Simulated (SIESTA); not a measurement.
**InP under changes of volume**

One of the cells (25.670 Å³/atom); the others are scaled copies at fixed shape and fractional positions:

```xyz
2
Lattice="0.0000 2.9499 2.9499 2.9499 0.0000 2.9499 2.9499 2.9499 0.0000" Properties=species:S:1:pos:R:3 pbc="T T T"
In    0.0000    0.0000    0.0000
P     4.4249    4.4249    4.4249
```

```yaml
Program: SIESTA 5.4.2
Functional: PBE
Potentials_or_basis: PseudoDojo 0.4 standard (PBE files)
Basis: DZP (energy shift 0.003 Ry; two zetas on semicore shells)
Grid_cutoff: 500 Ry
Energy_shift: 0.003 Ry
k_mesh: 8 × 8 × 8
Occupations: fermi-dirac, width 0.05 eV
Spin: no spin polarisation
```

```csv
volume (Å³/atom),energy over the lowest point (meV/atom),pressure (GPa),gap on the mesh (eV)
23.657,72.80,9.1,1.25
24.160,47.45,7.1,1.12
24.663,28.11,5.3,0.99
25.670,?,?,?
26.173,0.67,0.8,0.62
26.677,0.00,-0.4,0.50
```

Question: What does the run at 25.670 Å³/atom give?

Answer: Energy over the lowest point 5.22 meV/atom; pressure 2.1 GPa; gap on the mesh 0.74 eV.

Worked out: A Birch-Murnaghan fit of order 3 (a polynomial in V^(-2/3)) to the other rows has its minimum at 26.51 Å³/atom with B0 = V·E''(V) = 61 GPa and B' = 4.6. It gives 5.26 meV/atom at 25.670 Å³/atom, against the run's 5.22, and -dE/dV = 2.1 GPa, against 2.1. A straight line through the other rows of the gap, of slope -6.24 eV per unit of ln V (its deformation potential), gives 0.74 eV, against the run's 0.74.

Energies are extrapolated to zero smearing.

Caveats: spin-orbit coupling is left out, which moves the levels of the heavy elements; the basis of atomic orbitals isn't converged, which shifts pressures, moduli and gaps.

A mesh can miss the band edges.
